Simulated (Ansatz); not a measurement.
# TiSi2 (Fddd) in Ansatz: settings compared

One crystal, TiSi2, is run at these levels: PBEsol+U, LDA; tasks: relaxation of cell and atoms.

Everything below comes from runs of Ansatz 0.2.0. Logs are shortened: lines on timing, memory, paths and dates and some standing lists are left out, and cuts for length are marked.

### 1 Starting point

The structure is orthorhombic, space group Fddd (No. 70). Conventional cell: a = 4.779 Å, b = 8.235 Å, c = 8.526 Å, α = 90.00°, β = 90.00°, γ = 90.00°. Around Ti (site symmetry 222) lie 10 Si at 2.55 to 2.78 Å. Si (site symmetry 2) is surrounded by 5 Si at 2.52 to 2.79 Å and 5 Ti at 2.55 to 2.78 Å.

The cell is a database's computed one.

### 2 Relaxation of cell and atoms, PBEsol+U

input.yaml reads:

```yaml
crystal:
  lattice:
    - [0.0, 4.1175163063, 4.2628978354]
    - [2.3895119538, 0.0, 4.2628978354]
    - [2.3895119538, 4.1175163063, 0.0]
  atoms:
    - { symbol: Ti, position: [0.75, 0.75, 0.75] }
    - { symbol: Ti, position: [0.5, 0.5, 0.5] }
    - { symbol: Si, position: [0.41256561, 0.08743439, 0.41256561] }
    - { symbol: Si, position: [0.08743439, 0.41256561, 0.08743439] }
    - { symbol: Si, position: [0.16256561, 0.83743439, 0.16256561] }
    - { symbol: Si, position: [0.83743439, 0.16256561, 0.83743439] }
hamiltonian:
  xc: pbesol
  pseudopotentials: { kind: paw }
  hubbard: { sites: [{ species: Ti, l: d, u_eff: 8.0 }] }
kpoints:
  mp_grid: { grid: [5, 5, 5] }
scf:
  occupations: { method: fermi_dirac, width: 0.05 }
output:
  forces: true
  stress: true
  eigenvalues: true
  write_density: true
  write_potential: true
  elf: true
  volumetric_format: npy
relax:
  f_tol: 0.01
  max_steps: 40
  cell: { stress_tol: 0.05 }
```

Potentials or basis: Ansatz PAW.

Run with:

```console
> ansatz run input.yaml --threads 2 --pin off --max-ram 5632MiB --backend cpu --events-out ev --progress --plain --runs-dir out
```

What it wrote:

```text
Warning: RAYON_NUM_THREADS=2 ignored (pool sized by the plan → 2); use --threads N
Ti: projections on atomic orbitals take those of the free atom [Ne] 3s2 3p6 3d2 4s2, of charge +0.00 (hamiltonian.pseudopotentials.projection_atoms); the dataset's partial waves leave at most 4.1e-7 of an orbital's norm unspanned inside its sphere
Si: projections on atomic orbitals take those of the free atom [Ne] 3s2 3p2, of charge +0.00 (hamiltonian.pseudopotentials.projection_atoms); the dataset's partial waves leave at most 6.1e-8 of an orbital's norm unspanned inside its sphere
Engine: ansatz 0.2.0, aarch64-unknown-linux-gnu
Pseudopotentials: kind: paw
Pseudopotential: Ti, paw, valence charge 12, recommended cutoff 420 eV (normal), Ti.paw.azcp
Pseudopotential: Si, paw, valence charge 4, recommended cutoff 420 eV (normal), Si.paw.azcp
Functional definition: PBEsol
  exchange = pbesol_x
  correlation = pbesol_c
Crystal: 6 atoms, lattice volume = 83.884 Å³
Basis set: ecut = 420 eV, 1617 PW (Γ), exchange–correlation on 80×72×64 points (8 copies of the dense FFT grid, shifted against one another)
Bands: 26, of which v1, the nominal top of the filled ones, is band 20 counted from 1 (19 counted from 0)
Symmetry: 8 space group operations
Space group: Fddd (ITA 70), of the structure as read, at distance tolerance 4.4e-5 Å
k-points: 27 of 125
Non-local potential: Ti, projectors of the file, l = 0: 3, l = 1: 2, l = 2: 3, l = 3: 1
Non-local potential: Si, projectors of the file, l = 0: 2, l = 1: 2, l = 2: 2
PAW form: soft (Blöchl's): semilocal exchange-correlation on the pseudo side does not see the compensation charge
PAW frozen core: Ti, regenerated for the run's functional, and the local potential with it (the file was generated under x = pbe(κ = 0.804, μ = 0.2195149727645171), c = pbe(β = 0.06672455060314922))
PAW frozen core: Si, regenerated for the run's functional, and the local potential with it (the file was generated under x = pbe(κ = 0.804, μ = 0.2195149727645171), c = pbe(β = 0.06672455060314922))
PAW one-centre angular grid: Ti, 590 points (default); XC on 64 Gauss nodes
PAW one-centre angular grid: Si, 110 points (default); XC on 64 Gauss nodes
Initial density: superposition of atomic densities (chi_scale 0.1, normalization cell, long waves of neutral atoms under a Hubbard term (reshape's long-wave potential 0.00 eV rms, cloud 2.71 Å wide))
Initial wavefunctions: pseudopotential atomic-orbital guess
Functional: x = pbesol(κ = 0.804, μ = 0.12345679012345678), c = pbesol(β = 0.046)
SCF iter   1: F=—  HF=-7421.558607 eV  |F-HF|=—  |Δ(HF+E_count)|=         —  Δρ=7.53e-2  dr2=6.11e0  ethr=3.10e-3  ⟨swp⟩=6.6  Hψ=3678  notcnv=0  defer=2
preconditioner: auto → Kerker (q_TF=auto, 2.412 Å⁻¹)  [metal: Δε(μ)=0.110 eV  Ē_g=7.200 eV  σ=0.050 eV  W_gap=0.45  n_scr=16 (ndim 8)  ℏωp=19.9 eV  f_vac=0.000  D(μ)=1.72/eV (n_scr^D=12)]
SCF iter   2: F=—  HF=-7420.373778 eV  |F-HF|=—  |Δ(HF+E_count)|=    1.18e0  Δρ=2.41e-2  dr2=4.51e-1  ethr=3.10e-3  ⟨swp⟩=3.4  Hψ=1756  notcnv=0  defer=18
SCF iter   3: F=—  HF=-7420.691743 eV  |F-HF|=—  |Δ(HF+E_count)|=   3.18e-1  Δρ=1.78e-2  dr2=3.79e-1  ethr=1.13e-3  ⟨swp⟩=2.7  Hψ=992  notcnv=0  defer=18
SCF iter   4: F=—  HF=-7420.827012 eV  |F-HF|=—  |Δ(HF+E_count)|=   1.35e-1  Δρ=5.31e-3  dr2=1.57e-2  ethr=9.48e-4  ⟨swp⟩=3.3  Hψ=1336  notcnv=0  defer=17
SCF iter   5: F=—  HF=-7420.875427 eV  |F-HF|=—  |Δ(HF+E_count)|=   4.84e-2  Δρ=3.62e-3  dr2=5.52e-3  ethr=3.93e-5  ⟨swp⟩=3.9  Hψ=1630  notcnv=0  defer=15
SCF iter   6: F=—  HF=-7420.923529 eV  |F-HF|=—  |Δ(HF+E_count)|=   4.81e-2  Δρ=3.55e-3  dr2=7.87e-3  ethr=1.38e-5  ⟨swp⟩=3.7  Hψ=1650  notcnv=0  defer=15
SCF iter   7: F=—  HF=-7420.948438 eV  |F-HF|=—  |Δ(HF+E_count)|=   2.49e-2  Δρ=1.14e-3  dr2=4.14e-4  ethr=1.38e-5  ⟨swp⟩=3.4  Hψ=1648  notcnv=0  defer=14
SCF iter   8: F=—  HF=-7420.952747 eV  |F-HF|=—  |Δ(HF+E_count)|=   4.31e-3  Δρ=6.01e-4  dr2=1.41e-4  ethr=1.04e-6  ⟨swp⟩=2.7  Hψ=1534  notcnv=0  defer=14
SCF iter   9: F=—  HF=-7420.954132 eV  |F-HF|=—  |Δ(HF+E_count)|=   1.39e-3  Δρ=2.97e-4  dr2=8.18e-5  ethr=3.53e-7  ⟨swp⟩=3.0  Hψ=1415  notcnv=0  defer=14
SCF iter  10: F=—  HF=-7420.954209 eV  |F-HF|=—  |Δ(HF+E_count)|=   7.65e-5  Δρ=8.33e-5  dr2=3.40e-6  ethr=2.05e-7  ⟨swp⟩=2.1  Hψ=1280  notcnv=0  defer=14
SCF iter  11: F=—  HF=-7420.954230 eV  |F-HF|=—  |Δ(HF+E_count)|=   2.06e-5  Δρ=5.59e-5  dr2=1.09e-6  ethr=8.51e-9  ⟨swp⟩=2.8  Hψ=1279  notcnv=0  defer=14
SCF iter  12: F=—  HF=-7420.954234 eV  |F-HF|=—  |Δ(HF+E_count)|=   4.19e-6  Δρ=3.96e-5  dr2=6.80e-7  ethr=2.72e-9  ⟨swp⟩=3.0  Hψ=1455  notcnv=0  defer=15
SCF iter  13: F=—  HF=-7420.954243 eV  |F-HF|=—  |Δ(HF+E_count)|=   9.32e-6  Δρ=1.13e-5  dr2=1.15e-7  ethr=1.70e-9  ⟨swp⟩=3.0  Hψ=1466  notcnv=0  defer=15
SCF iter  14: F=-7420.954243 eV  HF=-7420.954243 eV  |F-HF|=2.57e-10  |Δ(HF+E_count)|=   2.06e-7  Δρ=2.55e-6  dr2=5.94e-9  ethr=2.50e-10  ⟨swp⟩=13.7  Hψ=4908  notcnv=0
SCF 1 converged in 14 iterations: F = -7420.954243 eV  dr2 = 5.94e-9
[... 107 lines left out ...]
SCF iter   1: F=—  HF=-7421.209258 eV  |F-HF|=—  |Δ(HF+E_count)|=         —  Δρ=2.12e-5  dr2=1.52e-8  ethr=1.44e-7  ⟨swp⟩=2.9  Hψ=5206  notcnv=0
eigensolver tolerance schedule: the retry pair's looser diagonalisation over-reported the residual by 3792.44 of it (diagonalisation noise at 0.21 of the residual, at the tolerance the schedule requests for it); recorded, not acted on — ethr = c·dr2/N_el stays at c = 1.0e-1
preconditioner: auto → none  [insulator: Δε(μ)=0.135 eV  Ē_g=6.433 eV  σ=0.050 eV  W_gap=0.52  n_scr=16 (ndim 8)  ℏωp=18.9 eV  f_vac=0.000  D(μ)=1.42/eV (n_scr^D=12)  ε∞_Penn≈9.6]
SCF iter   2: F=—  HF=-7421.209262 eV  |F-HF|=—  |Δ(HF+E_count)|=   4.31e-6  Δρ=1.08e-5  dr2=1.14e-8  ethr=3.80e-11  ⟨swp⟩=2.8  Hψ=1329  notcnv=0
SCF iter   3: F=—  HF=-7421.209262 eV  |F-HF|=—  |Δ(HF+E_count)|=   1.93e-9  Δρ=6.44e-6  dr2=1.58e-8  ethr=2.85e-11  ⟨swp⟩=2.8  Hψ=1249  notcnv=0
SCF iter   4: F=—  HF=-7421.209262 eV  |F-HF|=—  |Δ(HF+E_count)|=  5.09e-10  Δρ=2.87e-6  dr2=4.76e-10  ethr=2.85e-11  ⟨swp⟩=2.4  Hψ=1108  notcnv=0
SCF iter   5: F=—  HF=-7421.209262 eV  |F-HF|=—  |Δ(HF+E_count)|=   3.61e-9  Δρ=1.32e-6  dr2=6.51e-10  ethr=1.19e-12  ⟨swp⟩=2.7  Hψ=1290  notcnv=0
SCF iter   6: F=-7421.209262 eV  HF=-7421.209262 eV  |F-HF|=1.73e-11  |Δ(HF+E_count)|=  1.67e-10  Δρ=1.86e-7  dr2=1.57e-11  ethr=1.00e-12  ⟨swp⟩=4.7  Hψ=3435  notcnv=0
SCF 9 converged in 6 iterations: F = -7421.209262 eV  dr2 = 1.57e-11
relax step   9: F+E_penalty+E_count = -7421.20926247 eV  Δ(F+E_penalty+E_count) = -3.668e-5 eV  max|allowed force component| = 1.321e-3 eV/Å  Δτ_max = 0.0000 Å  P = -0.014 GPa  Ω = 93.016 Å³  stress off target by 3.86e-2 GPa  SCF on the basis re-selected at this cell (its energy is not comparable with the rows above)  (6 SCF iters)
basis re-selected at this cell: Δ(F+E_penalty+E_count) = -3.668e-5 eV, ΔP = -0.000 GPa vs the last step (what re-selecting the basis moved, of the pressure what is left beyond the Pulay correction that the steps carried, after the strain that the cell walked since its last selection, with what the two solves' SCF thresholds leave and, on support functions, any second-order correction that the steps lacked; it is no measure of the basis error at this ecutwfc). This SCF's stress stands 3.86e-2 GPa from its target on what of the cell is left free (relax.cell.stress_tol is 5.00e-2 GPa) and its largest allowed force component is 1.32e-3 eV/Å (relax.f_tol is 1.00e-2 eV/Å): within both
SCF converged after 6 iterations
Free energy (F): -7421.209262 eV
Harris-Foulkes:  -7421.209262 eV  (|F-HF|=1.73e-11)
Internal energy: -7421.196215 eV  (E = F + TS)
E sigma→0 (E₀):  -7421.202739 eV
Entropy (-TS):   -0.013047 eV (-2.175 meV/atom)
Fermi energy:    11.697612 eV
--- Per-component energies (eV) ---
  E_band       = -282.522963
  E_kinetic    = 707.135964
  E_local      = -2117.619789  (includes V_loc(G=0)·N_el)
  E_nonlocal   = 119.354581
  E_hartree    = 893.663287
  E_xc         = -416.318819
  E_vxc        = -435.688863  (∫ρ·V_xc dr)
  E_hubbard    = 12.954529  (on-site DFT+U / exact-exchange correction)
  E_vhub       = 3.557977  (the Hubbard potential's part of the band-sum identity)
  E_paw        = -4037.851504  (= ΣΔE_a)
  E_vpaw       = -346.589500  (= ΣTr[D̂ρ^β])
  E_aug_tail   = 0.000254  (compensation charges beyond the density's cutoff)
  E_ewald      = -2582.919731
  E_core_change = 0.405011  (= ΣΔE_core)
  E_smearing   = -0.013047  (= −TS)
  E_closure    = -0.000000  (closes the sum)
  Σ components = -7421.209262   (vs F -7421.209262, Δ=0.00e0)
--- Forces (eV/Å), atoms counted from 1 ---
  atom   1  Ti    -0.00000000     0.00000000    -0.00000000
  atom   2  Ti     0.00000000    -0.00000000     0.00000000
  atom   3  Si    -0.00000000    -0.00132143    -0.00000000
  atom   4  Si     0.00000000     0.00132143     0.00000000
  atom   5  Si     0.00000000    -0.00132143     0.00000000
  atom   6  Si     0.00000000     0.00132143     0.00000000
  max |Σ_I F_I| component: 2.78e-17 eV/Å
--- Stress (GPa, compression-positive) ---
        0.013477       0.000000      -0.000000
       -0.000000      -0.038614       0.000000
       -0.000000       0.000000      -0.016338
  P = ⅓ Tr σ = -0.0138 GPa (-0.138 kbar)
--- Band table (eV; the first three rows and the last of 27) ---
  k-point 0: bands = ["-46.2493", "-46.2334", "-23.1066", "-23.0311", "-22.4017", "-22.3925", "-22.3250", "-22.2509", "-0.7524", "4.8210", "5.9133", "6.4161", "6.5421", "7.0108", "8.4036", "8.8229", "9.1411", "9.4541", "9.6029", "9.8556", "11.0126", "12.9568", "13.8155", "14.2071", "15.0380", "15.0672"]
  k-point 1: bands = ["-46.2479", "-46.2344", "-23.1012", "-23.0368", "-22.4018", "-22.3953", "-22.3189", "-22.2558", "-0.3744", "4.1725", "4.7522", "6.2911", "6.8092", "7.3907", "8.3001", "8.6612", "9.4112", "9.6266", "9.8239", "10.5788", "11.2093", "13.5242", "13.5997", "14.2714", "14.7891", "14.8736"]
  k-point 2: bands = ["-46.2452", "-46.2365", "-23.0903", "-23.0484", "-22.4023", "-22.3995", "-22.3069", "-22.2661", "0.6332", "2.6967", "4.0481", "5.9865", "6.4489", "6.7873", "8.3463", "9.2432", "9.9290", "10.5882", "10.6806", "11.5348", "12.2941", "12.9034", "13.6769", "13.9094", "14.0685", "14.7797"]
  k-point 26: bands = ["-46.2414", "-46.2399", "-23.0721", "-23.0651", "-22.3987", "-22.3987", "-22.2929", "-22.2859", "1.3521", "1.4433", "4.4808", "5.5412", "7.1246", "7.9711", "8.9954", "9.1035", "9.1834", "9.5979", "10.7623", "10.8749", "12.6282", "13.1282", "13.2195", "13.8501", "13.9045", "14.2965"]
Occupation matrices written to <dir>
--- Relaxed structure (7 steps of the walk, 7 accepted, 2 SCFs on fresh bases) ---
  F+E_penalty+E_count = -7421.20926247 eV   max|allowed force component| = 1.321e-3 eV/Å   (the final SCF, on the basis selected at the relaxed cell)
  cell:  # Å, volume = 93.0163 Å³
    - [-6.455781944490126e-18, 4.444030876196682, 4.285051106115444]
    - [2.4422830132104267, -2.234130830848855e-33, 4.285051106115444]
    - [2.4422830132104267, 4.444030876196682, -3.61870462842983e-18]
  atoms:
    - { symbol: Ti, position: [0.7500000000000001, 0.7500000000000001, 0.7500000000000001] }
    - { symbol: Ti, position: [0.5000000000000001, 0.5000000000000001, 0.4999999999999999] }
    - { symbol: Si, position: [0.4001696989775373, 0.09983030102246282, 0.40016969897753735] }
    - { symbol: Si, position: [0.09983030102246282, 0.4001696989775373, 0.09983030102246282] }
    - { symbol: Si, position: [0.15016969897753735, 0.8498303010224628, 0.15016969897753707] }
    - { symbol: Si, position: [0.849830301022463, 0.15016969897753718, 0.8498303010224627] }
```

Wall time 35 s (2 threads of Arm Neoverse V2, shared host); peak memory 0.46 GiB.

What came out:

```yaml
Free_energy: -7421.2093 eV
Relaxed_volume: 15.50 Å³/atom
Relaxed_cell: a = 6.173 Å, b = 4.932 Å, c = 5.071 Å, α = 76.20°, β = 50.89°, γ = 52.91°
Space_group_after_relaxing_to_0.05_Å: Fddd (No. 70)
Energy_gained_by_relaxing: 42.5 meV/atom
Ionic_steps: 9
Pressure_after_relaxing: 0.0 GPa
Band_gap_on_the_k_mesh: none (metal or under the smearing width)
```

Step by step:
```csv
step,energy change (eV),largest force (eV/Å),volume (Å³)
1,0.0000,0.2772,83.88
2,-0.2007,0.1625,89.18
3,-0.2351,0.1286,91.24
4,-0.2466,0.0614,92.35
5,-0.2509,0.0073,92.73
6,-0.2510,0.0000,92.80
7,-0.2550,0.0013,92.80
8,-0.2550,0.0013,93.02
9,-0.2550,0.0013,93.02
```

Final structure:
```xyz
6
Lattice="0.0000 4.4440 4.2851 2.4423 0.0000 4.2851 2.4423 4.4440 0.0000" Properties=species:S:1:pos:R:3 pbc="T T T"
Ti    3.6634    6.6660    6.4276
Ti    2.4423    4.4440    4.2851
Si    1.2211    3.5567    2.1425
Si    1.2211    0.8873    2.1425
Si    2.4423    1.3347    4.2851
Si    2.4423    7.5533    4.2851
```

Eigenvalues of the final occupation matrices:
| site | spin | trace | eigenvalues |
| --- | --- | --- | --- |
| site 1 | 1 | 1.40 | 0.11 0.17 0.20 0.26 0.66 |
| site 2 | 1 | 1.40 | 0.11 0.17 0.20 0.26 0.66 |

Caveat: the plane-wave basis is chosen anew once the cell has moved, so the energies of steps on either side of that aren't comparable; U without spin polarisation on a metal has little footing; the PAW data sets come from PBE, with cores solved anew for the run's functional, which leaves a small shift of forces and pressure; the U is typed as a test and isn't derived for this compound.

(Part 1 of 2 ends here.)
